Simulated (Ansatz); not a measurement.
# Preparing ZnS (F-43m) as a host crystal

Before any defect goes in: ZnS (F-43m) at rest, and how it screens a charge.

Main program and level: Ansatz 0.2.0; plane-wave PAW DFT, r2SCAN; relaxation of the host's cell and atoms; PAW set soft_1, in the first sound run; inputs show where later runs differ.

Report form: the programs' logs are mostly left out.

### Step 1. The structure

Symmetry: F-43m, No. 216, cubic system. The conventional cell has a = 5.387 Å, b = 5.387 Å, c = 5.387 Å, α = 90.00°, β = 90.00°, γ = 90.00°. Nearest to Zn lie 4 S at 2.33 Å. Nearest to S lie 4 Zn at 2.33 Å. Farther neighbours and most contacts between anions are not listed.

### Step 2. Host cell relaxation

Lattice and positions are set free, within the symmetry that the program keeps.

cell/input.yaml reads:

```yaml
crystal:
  lattice:
    - [0.0, 2.6936829, 2.6936829]
    - [2.6936829, 0.0, 2.6936829]
    - [2.6936829, 2.6936829, 0.0]
  atoms:
    - { symbol: Zn, position: [0.0, 0.0, 0.0] }
    - { symbol: S, position: [0.75, 0.75, 0.75] }
basis:
  ecutwfc: 500
  xc_grid: 2
hamiltonian:
  xc: r2scan
  pseudopotentials: { kind: paw, azcp: { folder: soft_1 } }
kpoints:
  mp_grid: { grid: [9, 9, 9] }
scf:
  occupations: { method: fixed }
  max_iter: 100
relax:
  f_tol: 0.005
  max_steps: 60
  cell: {}
output:
  forces: true
  stress: true
checkpoint:
  write: "../cell.run"
  compress: false
  write_wavefunctions: false
  write_every: 100000
```

On the command line:

```bash
ansatz run input.yaml --threads 32 --pin off --max-ram 84787MiB --backend cuda --events-out ev --progress --plain --runs-dir out --max-vram 78GiB
```

Run time: 2.4 s. Hardware: 1 × NVIDIA GB200 with 32 threads of Arm Neoverse V2, shared host; peak memory 0.97 GiB; 7.3 s of CPU time.

Little changed from the start: no atom moved by 0.005 Å and no cell edge by 0.1 %.

This step gave:

| Property | Result |
| --- | --- |
| pressure | 0.001168 GPa |

### Step 3. Dielectric tensors of the host

The response to a uniform electric field gives the electronic dielectric tensor.

This step: plane-wave PAW DFPT, PBEsol; dielectric tensors, Born charges and zone-centre modes of the host; PAW set soft_1 (Ansatz 0.2.0).

eps/input.yaml reads:

```yaml
crystal:
  lattice:
    - [0.0, 2.6951612582, 2.6951612582]
    - [2.6951612582, 0.0, 2.6951612582]
    - [2.6951612582, 2.6951612582, 0.0]
  atoms:
    - { symbol: Zn, position: [0.0, 0.0, 0.0] }
    - { symbol: S, position: [0.75, 0.75, 0.75] }
basis:
  ecutwfc: 420
hamiltonian:
  xc: pbesol
  pseudopotentials: { kind: paw, azcp: { folder: soft_1 }, xc_functional: pbe }
kpoints:
  mp_grid: { grid: [8, 8, 8] }
scf:
  occupations: { method: fixed }
  max_iter: 100
phonons:
  method: dfpt
  dielectric: true
  rigid_motions: translations
```

It took 7.2 s on 1 × NVIDIA GB200 with 32 threads; peak memory 1.4 GiB.

Electronic dielectric tensor:

```
6.09 0.00 0.00
0.00 6.09 0.00
0.00 0.00 6.09
```

Static dielectric tensor:

```
9.21 0.00 0.00
0.00 9.21 0.00
0.00 0.00 9.21
```

The electronic dielectric tensor is isotropic, 6.09. The static dielectric tensor is isotropic, 9.21.

### Step 4. Host on a dense mesh

This step: plane-wave PAW DFT, r2SCAN; single point of the defect-free host, a test of the k-point sampling; PAW set soft_1 (Ansatz 0.2.0).

dense/input.yaml reads:

```yaml
crystal:
  lattice:
    - [0.0, 2.6951612582, 2.6951612582]
    - [2.6951612582, 0.0, 2.6951612582]
    - [2.6951612582, 2.6951612582, 0.0]
  atoms:
    - { symbol: Zn, position: [0.0, 0.0, 0.0] }
    - { symbol: S, position: [0.75, 0.75, 0.75] }
basis:
  ecutwfc: 500
  xc_grid: 2
hamiltonian:
  xc: r2scan
  pseudopotentials: { kind: paw, azcp: { folder: soft_1 } }
kpoints:
  mp_grid: { grid: [9, 9, 9] }
scf:
  occupations: { method: fermi_dirac, width: 0.01 }
  max_iter: 100
  lower_state_search: "off"
checkpoint:
  write: "../dense.run"
  compress: false
  write_wavefunctions: false
  write_every: 100000
```

The job ended after 0.96 s (1 × NVIDIA GB200 with 32 threads; peak memory 1.1 GiB).

### Step 5. Defect free supercell at the zone centre

The supercell is run at the zone centre, to see how far that sampling misses the dense mesh.

System of this step: ZnS (F-43m). The cell holds 54 atoms: 27 Zn and 27 S. Cell: a = 11.435 Å, b = 11.435 Å, c = 11.435 Å, α = 60.0°, β = 60.0°, γ = 60.0°.

pristine.sampling_gamma/input.yaml reads:

```yaml
crystal:
  lattice:
    - [0.0, 8.0854837747, 8.0854837747]
    - [8.0854837747, 0.0, 8.0854837747]
    - [8.0854837747, 8.0854837747, 0.0]
  atoms:
    - { symbol: Zn, position: [0.0, 0.0, 0.0] }
    - { symbol: S, position: [0.25, 0.25, 0.25] }
    - { symbol: Zn, position: [0.0, 0.0, 0.3333333333] }
    - { symbol: S, position: [0.25, 0.25, 0.5833333333] }
    - { symbol: Zn, position: [0.0, 0.0, 0.6666666667] }
    - { symbol: S, position: [0.25, 0.25, 0.9166666667] }
    - { symbol: Zn, position: [0.0, 0.3333333333, 0.0] }
    - { symbol: S, position: [0.25, 0.5833333333, 0.25] }
[... 42 atom lines left out ...]
    - { symbol: Zn, position: [0.6666666667, 0.6666666667, 0.3333333333] }
    - { symbol: S, position: [0.9166666667, 0.9166666667, 0.5833333333] }
    - { symbol: Zn, position: [0.6666666667, 0.6666666667, 0.6666666667] }
    - { symbol: S, position: [0.9166666667, 0.9166666667, 0.9166666667] }
basis:
  ecutwfc: 500
  xc_grid: 2
hamiltonian:
  xc: r2scan
  pseudopotentials: { kind: paw, azcp: { folder: soft_1 } }
kpoints:
  mp_grid: { grid: [1, 1, 1] }
scf:
  occupations: { method: fermi_dirac, width: 0.01 }
  max_iter: 100
  lower_state_search: "off"
checkpoint:
  write: "../pristine.sampling_gamma.run"
  compress: false
  write_wavefunctions: false
  write_every: 100000
```

Wall time 1.4 s (1 × NVIDIA GB200 with 32 threads); peak memory 1.3 GiB; 3 s of CPU time.

### Step 6. Defect free supercell at the quarter point

The supercell is run at one point off the zone centre, to see how far that sampling misses the dense mesh.

pristine.sampling_quarter/input.yaml, as its differences from pristine.sampling_gamma/input.yaml of step 5:

```diff
@@ -67,3 +67,3 @@
 kpoints:
-  mp_grid: { grid: [1, 1, 1] }
+  mp_grid: { grid: [1, 1, 1], shift: [0.25, 0.25, 0.25] }
 scf:
@@ -73,3 +73,3 @@
 checkpoint:
-  write: "../pristine.sampling_gamma.run"
+  write: "../pristine.sampling_quarter.run"
   compress: false
```

The job ended after 1.7 s (1 × NVIDIA GB200 with 32 threads; peak memory 1.4 GiB).

### Step 7. Results

```
primitive cell vectors, lengths                                      : 3.812, 3.812, 3.812 Å
electronic dielectric constant                                       : 6.09
static dielectric constant                                           : 9.21
gap on the k-mesh of the response run (PBEsol)                       : 2.00 eV
energy an atom at the zone centre alone less that on the dense mesh  : 0.103 eV
energy an atom at one point at (¼, ¼, ¼) less that on the dense mesh : 0.049 eV
```

The k-mesh can miss the band edges, so this gap is an upper bound at this level. All at zero temperature.

[Logs are printed without paths, hosts, clocks, repeated set-up lines and the standing remarks that a program may print on its own settings, such as how far it seeks lower states.]

[Hosts, paths, dates, database ids (printed as entryN), source tags and the programs' standing remarks are cut or masked in the printed files.]

[Runs of the host that timed out are not shown.]

[For some hosts the program warned that the k-mesh of the response run may be too coarse for force constants and the static dielectric constant; such warnings are not always shown.]

[The program warned that the k-mesh of a response run behind this text may be too coarse: force constants, and the static dielectric constant and all else formed from them, are not shown converged.]
